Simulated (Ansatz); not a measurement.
## Questions on the electronic state of SrVO₃

System: SrVO₃, a test cell of our own (not relaxed); the cell holds 5 atoms.

```
Sr V O
1.0
     3.84000    0.00000    0.00000
     0.00000    3.84000    0.00000
     0.00000    0.00000    3.84000
Sr V O
1 1 3
Cartesian
  0.0000 0.0000 0.0000
  1.9200 1.9200 1.9200
  1.9042 1.9191 0.0579
  1.9200 0.0000 1.9200
  0.0000 1.9200 1.9200
```

Site labels below count the atoms in this order, from 1.

Method: Ansatz, DFT, PBE+U, PAW (an earlier, harder data set), plane waves, scalar-relativistic.

```yaml
hubbard_term_dudarev_form: U − J = 3 eV on V d
plane_wave_cutoff: 930 eV
k_point_mesh: spacing 0.4 per Å
occupations: Fermi–Dirac smearing, 0.1 eV
valence_electrons: 41
```

Moments by site are taken inside atomic spheres; the rest lies between them.

A static U favours moments and orbital order; the result depends on U and need not be the measured state. With one magnetic atom in the cell its copies can only be parallel; orders in a larger cell may lie lower.

Orders that need a larger cell or non-collinear spins weren't tried. No run without spin polarisation was made.

Task: Predict the lowest-energy solution among 3 converged runs.

Result: Spin-polarised, site moments V2 0.89 μB, total 1.00 μB per cell.
